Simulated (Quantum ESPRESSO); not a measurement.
# Au (Fm-3m) in Quantum ESPRESSO: further runs

One crystal, Au, is run at these levels: PBE, PW91, BEEF-vdW; tasks: projected density of states, band structure, single point, equation of state.

Everything below comes from runs of Quantum ESPRESSO 7.5. Logs are shortened: lines on timing, memory, paths and dates and some standing lists are left out, and cuts for length are marked.

## 1. The crystal as given

The structure is cubic, space group Fm-3m (No. 225). The conventional cell has a = 4.070 Å, b = 4.070 Å, c = 4.070 Å, α = 90.00°, β = 90.00°, γ = 90.00°. Around Au (site symmetry m-3m) lie 12 Au at 2.88 Å.

## 2. Projected density of states, PBE, spin-orbit coupling, no magnetisation

Contents of pw.in:

```
&CONTROL
  calculation = 'scf'
  prefix = 'pwscf'
  outdir = './tmp'
  pseudo_dir = './pseudo'
  tprnfor = .true.
  tstress = .true.
  disk_io = 'low'
/
&SYSTEM
  space_group = 225
  A = 4.07
  nat = 1
  ntyp = 1
  ecutwfc = 99
  nbnd = 32
  occupations = 'smearing'
  smearing = 'fd'
  degauss = 0.00367493
  noncolin = .true.
  lspinorb = .true.
/
&ELECTRONS
  conv_thr = 2d-10
  electron_maxstep = 120
  mixing_beta = 0.5
  mixing_mode = 'TF'
/
ATOMIC_SPECIES
Au   196.9666 Au.upf
ATOMIC_POSITIONS crystal_sg
Au     0.0000000000    0.0000000000    0.0000000000
K_POINTS automatic
11 11 11 0 0 0
```

Contents of pp_density.in:

```
&INPUTPP
  prefix = 'pwscf'
  outdir = './tmp'
  filplot = 'density.dat'
  plot_num = 0
/
&PLOT
  nfile = 1
  filepp(1) = 'density.dat'
  iflag = 3
  output_format = 6
  fileout = 'density.cube'
/
```

Contents of pp_potential.in:

```
&INPUTPP
  prefix = 'pwscf'
  outdir = './tmp'
  filplot = 'potential.dat'
  plot_num = 11
/
&PLOT
  nfile = 1
  filepp(1) = 'potential.dat'
  iflag = 3
  output_format = 6
  fileout = 'potential.cube'
/
```

Contents of nscf.in:

```
&CONTROL
  calculation = 'nscf'
  prefix = 'pwscf'
  outdir = './tmp'
  pseudo_dir = './pseudo'
  disk_io = 'low'
/
&SYSTEM
  space_group = 225
  A = 4.07
  nat = 1
  ntyp = 1
  ecutwfc = 99
  nbnd = 32
  occupations = 'tetrahedra_opt'
  noncolin = .true.
  lspinorb = .true.
/
&ELECTRONS
  conv_thr = 1d-08
  electron_maxstep = 120
  mixing_beta = 0.5
  mixing_mode = 'TF'
/
ATOMIC_SPECIES
Au   196.9666 Au.upf
ATOMIC_POSITIONS crystal_sg
Au     0.0000000000    0.0000000000    0.0000000000
K_POINTS automatic
17 17 17 0 0 0
```

Contents of projwfc.in:

```
&PROJWFC
  prefix = 'pwscf'
  outdir = './tmp'
  filpdos = 'p'
  Emin = 6
  Emax = 31
  DeltaE = 0.05
/
```

Potentials or basis: PseudoDojo 0.4 FR PBE standard.

Started as:

```sh
> OMP_NUM_THREADS=1 pw.x -in pw.in > pw.out
> OMP_NUM_THREADS=1 pp.x -in pp_density.in > pp_density.out
> OMP_NUM_THREADS=1 pp.x -in pp_potential.in > pp_potential.out
> OMP_NUM_THREADS=1 pw.x -in nscf.in > nscf.out
> OMP_NUM_THREADS=1 projwfc.x -in projwfc.in > projwfc.out
```

pw.out:

```text
This program is part of the open-source Quantum ESPRESSO suite
     for quantum simulation of materials; please cite
[... 6 lines left out ...]
     --------------------
     sticks:   dense  smooth     PW     G-vecs:    dense   smooth      PW
     Sum         805     805    253                15089    15089    2637

     Using Slab Decomposition

     bravais-lattice index     =            2
     lattice parameter (alat)  =       7.6912  a.u.
     unit-cell volume          =     113.7417 (a.u.)^3
     number of atoms/cell      =            1
     number of atomic types    =            1
     number of electrons       =        19.00
     number of Kohn-Sham states=           32
     kinetic-energy cutoff     =      99.0000  Ry
     charge density cutoff     =     396.0000  Ry
     scf convergence threshold =      2.0E-10
     mixing beta               =       0.5000
     number of iterations used =            8  TF        mixing
     Exchange-correlation= PBE
                           (   1   4   3   4   0   0   0)
     Non magnetic calculation with spin-orbit

     celldm(1)=   7.691185  celldm(2)=   0.000000  celldm(3)=   0.000000
     celldm(4)=   0.000000  celldm(5)=   0.000000  celldm(6)=   0.000000

     crystal axes: (cart. coord. in units of alat)
               a(1) = (  -0.500000   0.000000   0.500000 )
               a(2) = (   0.000000   0.500000   0.500000 )
               a(3) = (  -0.500000   0.500000   0.000000 )

     reciprocal axes: (cart. coord. in units 2 pi/alat)
               b(1) = ( -1.000000 -1.000000  1.000000 )
               b(2) = (  1.000000  1.000000  1.000000 )
               b(3) = ( -1.000000  1.000000 -1.000000 )

     PseudoPot. # 1 for Au read from file:
     Au.upf
     Pseudo is Norm-conserving + core correction, Zval = 19.0
     Generated using ONCVPSP code by D. R. Hamann
     Using radial grid of 1356 points, 12 beta functions with:
                l(1) =   0
                l(2) =   0
                l(3) =   1
                l(4) =   1
                l(5) =   1
                l(6) =   1
                l(7) =   2
                l(8) =   2
                l(9) =   2
               l(10) =   2
               l(11) =   3
               l(12) =   3

     atomic species   valence    mass     pseudopotential
     Au               19.00   196.96660     Au( 1.00)

     48 Sym. Ops., with inversion, found

   Cartesian axes

     site n.     atom                  positions (alat units)
         1        Au     tau(   1) = (   0.0000000   0.0000000   0.0000000  )

     number of k points=    56  Fermi-Dirac smearing, width (Ry)=  0.0037
                       cart. coord. in units 2pi/alat
        k(    1) = (   0.0000000   0.0000000   0.0000000), wk =   0.0007513
        k(    2) = (  -0.0909091   0.0909091  -0.0909091), wk =   0.0060105
        k(    3) = (  -0.1818182   0.1818182  -0.1818182), wk =   0.0060105
        k(    4) = (  -0.2727273   0.2727273  -0.2727273), wk =   0.0060105
        k(    5) = (  -0.3636364   0.3636364  -0.3636364), wk =   0.0060105
        k(    6) = (  -0.4545455   0.4545455  -0.4545455), wk =   0.0060105
[... 48 lines left out ...]
        k(   55) = (   0.6363636  -0.0909091   1.0000000), wk =   0.0180316
        k(   56) = (   0.5454545   0.0000000   0.9090909), wk =   0.0180316

     Dense  grid:    15089 G-vectors     FFT dimensions: (  36,  36,  36)

     Initial potential from superposition of free atoms

     starting charge      18.9999, renormalised to      19.0000
     Starting wfcs are   20 randomized atomic wfcs +   12 random wfcs

     Self-consistent Calculation

     iteration #  1     ecut=    99.00 Ry     beta= 0.50
     Davidson diagonalization with overlap
     ethr =  1.00E-02,  avg # of iterations =  5.2

     Threshold (ethr) on eigenvalues was too large:
     Diagonalizing with lowered threshold

     Davidson diagonalization with overlap
     ethr =  3.43E-04,  avg # of iterations =  1.9

     total energy              =    -295.40597734 Ry
     estimated scf accuracy    <       0.06432563 Ry

     iteration #  2     ecut=    99.00 Ry     beta= 0.50
     Davidson diagonalization with overlap
     ethr =  3.39E-04,  avg # of iterations =  1.1

     total energy              =    -295.40550870 Ry
     estimated scf accuracy    <       0.01188812 Ry

     iteration #  3     ecut=    99.00 Ry     beta= 0.50
     Davidson diagonalization with overlap
     ethr =  6.26E-05,  avg # of iterations =  2.3

     total energy              =    -295.40722489 Ry
     estimated scf accuracy    <       0.00063137 Ry
[... 40 lines left out ...]
     total energy              =    -295.40725393 Ry
     estimated scf accuracy    <          3.3E-09 Ry

     iteration # 10     ecut=    99.00 Ry     beta= 0.50
     Davidson diagonalization with overlap
     ethr =  1.74E-11,  avg # of iterations =  2.0

     total energy              =    -295.40725393 Ry
     estimated scf accuracy    <          3.9E-10 Ry

     iteration # 11     ecut=    99.00 Ry     beta= 0.50
     Davidson diagonalization with overlap
     ethr =  2.03E-12,  avg # of iterations =  1.7

     End of self-consistent calculation

          k = 0.0000 0.0000 0.0000 (  1917 PWs)   bands (ev):

   -84.3704 -84.3704 -47.9941 -47.9941 -31.3958 -31.3958 -31.3958 -31.3958
    11.0376  11.0376  15.6536  15.6536  15.6536  15.6536  16.8432  16.8432
    18.0829  18.0829  18.0829  18.0829  35.4709  35.4709  38.6900  38.6900
    39.7599  39.7599  39.7599  39.7599  44.5234  44.5234  47.7670  47.7670

          k =-0.0909 0.0909-0.0909 (  1892 PWs)   bands (ev):

   -84.3694 -84.3694 -47.9977 -47.9977 -31.4136 -31.4136 -31.3994 -31.3994
    11.3256  11.3256  15.6516  15.6516  15.6973  15.6973  16.8912  16.8912
    17.9931  17.9931  18.1014  18.1014  35.7925  35.7925  37.6728  37.6728
    39.4983  39.4983  40.1050  40.1050  44.8532  44.8532  46.8209  46.8209

          k =-0.1818 0.1818-0.1818 (  1901 PWs)   bands (ev):

   -84.3667 -84.3667 -48.0075 -48.0075 -31.4613 -31.4613 -31.4093 -31.4093
    12.1126  12.1126  15.6462  15.6462  15.7614  15.7614  17.0762  17.0762
    17.8237  17.8237  18.2320  18.2320  34.6040  34.6040  36.6371  36.6371
    40.0363  40.0363  40.9881  40.9881  42.9766  42.9766  45.0185  45.0185
[... 220 lines left out ...]
   -84.3539 -84.3539 -48.0538 -48.0538 -31.6262 -31.6262 -31.5114 -31.5114
    13.7749  13.7749  14.0641  14.0641  18.7589  18.7589  18.8929  18.8929
    19.9452  19.9452  21.2051  21.2051  27.6450  27.6450  30.5774  30.5774
    31.9167  31.9167  38.2671  38.2671  40.8177  40.8177  48.3434  48.3434

          k = 0.9091-0.0000 0.9091 (  1888 PWs)   bands (ev):

   -84.3535 -84.3535 -48.0550 -48.0550 -31.6275 -31.6275 -31.5172 -31.5172
    13.8573  13.8573  14.1418  14.1418  18.4884  18.4884  18.7647  18.7647
    19.7409  19.7409  22.6058  22.6058  26.7022  26.7022  30.0438  30.0438
    31.6923  31.6923  38.9354  38.9354  41.1850  41.1850  47.9485  47.9485

          k =-0.1818 0.3636 0.0000 (  1909 PWs)   bands (ev):

   -84.3645 -84.3645 -48.0154 -48.0154 -31.4873 -31.4873 -31.4295 -31.4295
    12.7921  12.7921  15.3281  15.3281  15.9558  15.9558  17.3221  17.3221
    17.6202  17.6202  18.5611  18.5611  34.5147  34.5147  36.0661  36.0661
    38.5687  38.5687  39.6235  39.6235  42.8807  42.8807  44.8407  44.8407

          k =-0.2727 0.4545-0.0909 (  1901 PWs)   bands (ev):

   -84.3614 -84.3614 -48.0269 -48.0269 -31.5366 -31.5366 -31.4467 -31.4467
    13.7010  13.7010  15.3423  15.3423  15.9018  15.9018  17.3201  17.3201
    17.9148  17.9148  19.2000  19.2000  31.5198  31.5198  35.1333  35.1333
    37.6575  37.6575  40.0001  40.0001  42.9863  42.9863  44.7769  44.7769

          k =-0.3636 0.5455-0.1818 (  1900 PWs)   bands (ev):

   -84.3584 -84.3584 -48.0374 -48.0374 -31.5822 -31.5822 -31.4618 -31.4618
    14.0806  14.0806  15.5730  15.5730  16.2084  16.2084  17.1633  17.1633
    18.5759  18.5759  20.2039  20.2039  28.0530  28.0530  34.6170  34.6170
    36.3466  36.3466  39.2880  39.2880  43.8416  43.8416  46.3664  46.3664

          k = 0.5455-0.3636 0.7273 (  1897 PWs)   bands (ev):

   -84.3567 -84.3567 -48.0437 -48.0437 -31.6093 -31.6093 -31.4707 -31.4707
    14.0854  14.0854  15.4823  15.4823  16.7010  16.7010  17.3488  17.3488
    18.9862  18.9862  21.8013  21.8013  24.9703  24.9703  34.5061  34.5061
    35.5472  35.5472  38.1338  38.1338  45.1776  45.1776  46.8997  46.8997

          k =-0.1818 0.5455 0.0000 (  1901 PWs)   bands (ev):

   -84.3602 -84.3602 -48.0311 -48.0311 -31.5438 -31.5438 -31.4639 -31.4639
    13.9703  13.9703  14.9030  14.9030  16.1118  16.1118  17.8563  17.8563
    17.9788  17.9788  19.2203  19.2203  32.4088  32.4088  34.3112  34.3112
    36.5345  36.5345  39.5420  39.5420  40.5114  40.5114  45.8970  45.8970

          k =-0.2727 0.6364-0.0909 (  1895 PWs)   bands (ev):

   -84.3576 -84.3576 -48.0406 -48.0406 -31.5795 -31.5795 -31.4829 -31.4829
    14.4132  14.4132  15.0544  15.0544  16.0287  16.0287  17.7793  17.7793
    18.6369  18.6369  20.3631  20.3631  29.4335  29.4335  33.1004  33.1004
    35.0507  35.0507  39.4937  39.4937  42.5240  42.5240  46.2235  46.2235

          k = 0.6364-0.2727 0.8182 (  1887 PWs)   bands (ev):

   -84.3557 -84.3557 -48.0472 -48.0472 -31.6032 -31.6032 -31.4973 -31.4973
    14.4895  14.4895  15.2910  15.2910  16.2095  16.2095  17.6120  17.6120
    19.0279  19.0279  22.2334  22.2334  26.2725  26.2725  32.5878  32.5878
    34.1368  34.1368  38.9148  38.9148  44.6499  44.6499  47.1465  47.1465
[... 10 lines left out ...]
   -84.3564 -84.3564 -48.0449 -48.0449 -31.5950 -31.5950 -31.4923 -31.4923
    14.7390  14.7390  15.3467  15.3467  16.0066  16.0066  17.4810  17.4810
    18.5187  18.5187  21.6512  21.6512  27.6747  27.6747  31.4314  31.4314
    35.6269  35.6269  39.5639  39.5639  43.3757  43.3757  47.3027  47.3027

          k = 0.3636 0.0000 0.5455 (  1890 PWs)   bands (ev):

   -84.3586 -84.3586 -48.0367 -48.0367 -31.5685 -31.5685 -31.4717 -31.4717
    14.5530  14.5530  15.2247  15.2247  15.7774  15.7774  17.5307  17.5307
    17.9921  17.9921  20.2677  20.2677  30.2612  30.2612  32.3560  32.3560
    36.7277  36.7277  41.0460  41.0460  41.5196  41.5196  46.7898  46.7898

          k =-0.1818 0.7273 0.0000 (  1895 PWs)   bands (ev):

   -84.3562 -84.3562 -48.0454 -48.0454 -31.5925 -31.5925 -31.4976 -31.4976
    14.2238  14.2238  14.5028  14.5028  16.9797  16.9797  18.4724  18.4724
    18.8392  18.8392  20.4436  20.4436  29.9381  29.9381  32.0371  32.0371
    33.3410  33.3410  39.5745  39.5745  40.5889  40.5889  47.3823  47.3823

          k = 0.7273-0.1818 0.9091 (  1885 PWs)   bands (ev):

   -84.3546 -84.3546 -48.0510 -48.0510 -31.6071 -31.6071 -31.5152 -31.5152
    14.3560  14.3560  14.7124  14.7124  16.8118  16.8118  18.2829  18.2829
    19.1962  19.1962  22.4306  22.4306  27.5307  27.5307  30.6993  30.6993
    32.4822  32.4822  39.9061  39.9061  42.7182  42.7182  46.6871  46.6871

          k = 0.6364-0.0909 0.8182 (  1883 PWs)   bands (ev):

   -84.3541 -84.3541 -48.0529 -48.0529 -31.6083 -31.6083 -31.5254 -31.5254
    14.5494  14.5494  15.0909  15.0909  16.5038  16.5038  17.9340  17.9340
    19.1324  19.1324  24.6249  24.6249  25.5603  25.5603  29.3631  29.3631
    33.0454  33.0454  39.6843  39.6843  45.1586  45.1586  46.2166  46.2166
[... 38 lines left out ...]
   -84.3537 -84.3537 -48.0542 -48.0542 -31.6076 -31.6076 -31.5334 -31.5334
    14.5851  14.5851  14.8684  14.8684  16.5236  16.5236  18.1292  18.1292
    19.3780  19.3780  24.3090  24.3090  26.9211  26.9211  29.0718  29.0718
    31.0601  31.0601  42.2276  42.2276  42.8711  42.8711  45.7369  45.7369

          k = 0.5455 0.0000 0.9091 (  1884 PWs)   bands (ev):

   -84.3536 -84.3536 -48.0545 -48.0545 -31.6034 -31.6034 -31.5399 -31.5399
    14.7677  14.7677  15.2501  15.2501  16.0565  16.0565  17.8654  17.8654
    19.3557  19.3557  25.2542  25.2542  26.6848  26.6848  28.0908  28.0908
    31.2159  31.2159  42.1940  42.1940  44.1903  44.1903  45.9814  45.9814

     the Fermi energy is    21.0611 ev

!    total energy              =    -295.40725393 Ry
     estimated scf accuracy    <          2.1E-11 Ry
     smearing contrib. (-TS)   =      -0.00019670 Ry
     internal energy E=F+TS    =    -295.40705722 Ry

     The total energy is F=E-TS. E is the sum of the following terms:
     one-electron contribution =     -81.08610059 Ry
     hartree contribution      =      51.59817159 Ry
     xc contribution           =     -50.72015195 Ry
     ewald contribution        =    -215.19897627 Ry

     convergence has been achieved in  11 iterations

     Forces acting on atoms (cartesian axes, Ry/au):

     atom    1 type  1   force =     0.00000000    0.00000000    0.00000000

     Total force =     0.000000     Total SCF correction =     0.000000

     Computing stress (Cartesian axis) and pressure

          total   stress  (Ry/bohr**3)                   (kbar)     P=       93.93
   0.00063849   0.00000000   0.00000000           93.93        0.00        0.00
   0.00000000   0.00063849  -0.00000000            0.00       93.93       -0.00
   0.00000000  -0.00000000   0.00063849            0.00       -0.00       93.93

=------------------------------------------------------------------------------=
   JOB DONE.
=------------------------------------------------------------------------------=
```

Run time: 3.5 min. Hardware: 1 thread of AMD EPYC 7B13 (Zen 3), shared host; peak memory 0.35 GiB.

Results:

```
Free energy            : -4019.2204 eV
Pressure               : 9.4 GPa
Band gap on the k mesh : none (metal or under the smearing width)
```

States per cell in windows of 0.5 eV (zero at the Fermi level; states under -8 eV left out):
```csv
from (eV),total,Au#1 d_j2.5 wfc4,Au#1 d_j1.5 wfc5,Au#1 s_j0.5 wfc6,Au#1 s_j0.5 wfc1,Au#1 p_j1.5 wfc2,Au#1 p_j0.5 wfc3
-8.0,0.18,0.03,0.04,0.11,0.00,0.00,0.00
-7.5,0.55,0.17,0.21,0.16,0.00,0.00,0.00
-7.0,0.97,0.35,0.50,0.12,0.00,0.00,0.00
-6.5,0.76,0.25,0.47,0.03,0.00,0.00,0.00
-6.0,1.27,0.26,0.98,0.02,0.00,0.00,0.00
-5.5,0.94,0.29,0.58,0.06,0.00,0.00,0.00
-5.0,0.66,0.35,0.22,0.07,0.00,0.00,0.00
-4.5,0.48,0.35,0.09,0.03,0.00,0.00,0.00
-4.0,0.97,0.78,0.14,0.03,0.00,0.00,0.00
-3.5,1.06,0.81,0.21,0.03,0.00,0.00,0.00
-3.0,0.83,0.60,0.20,0.02,0.00,0.00,0.00
-2.5,1.07,0.79,0.24,0.03,0.00,0.00,0.00
-2.0,0.54,0.42,0.08,0.03,0.00,0.00,0.00
-1.5,0.19,0.12,0.02,0.04,0.00,0.00,0.00
-1.0,0.15,0.07,0.01,0.05,0.00,0.00,0.00
-0.5,0.15,0.05,0.01,0.06,0.00,0.00,0.00
0.0,0.15,0.04,0.01,0.06,0.00,0.00,0.00
0.5,0.15,0.03,0.01,0.06,0.00,0.00,0.00
1.0,0.14,0.02,0.01,0.06,0.00,0.00,0.00
1.5,0.13,0.02,0.00,0.06,0.00,0.00,0.00
2.0,0.13,0.01,0.00,0.06,0.00,0.00,0.00
2.5,0.12,0.01,0.00,0.07,0.00,0.00,0.00
3.0,0.21,0.02,0.01,0.13,0.00,0.00,0.00
3.5,0.16,0.01,0.00,0.07,0.00,0.00,0.00
4.0,0.13,0.01,0.00,0.04,0.00,0.00,0.00
4.5,0.16,0.01,0.00,0.04,0.00,0.00,0.00
5.0,0.19,0.01,0.00,0.06,0.00,0.00,0.00
5.5,0.18,0.00,0.00,0.05,0.00,0.00,0.00
6.0,0.14,0.00,0.00,0.03,0.00,0.00,0.00
6.5,0.13,0.00,0.00,0.02,0.00,0.00,0.00
7.0,0.17,0.00,0.00,0.02,0.00,0.00,0.00
7.5,0.19,0.00,0.00,0.01,0.00,0.00,0.00
```

(Continued in part 2 of 2.)
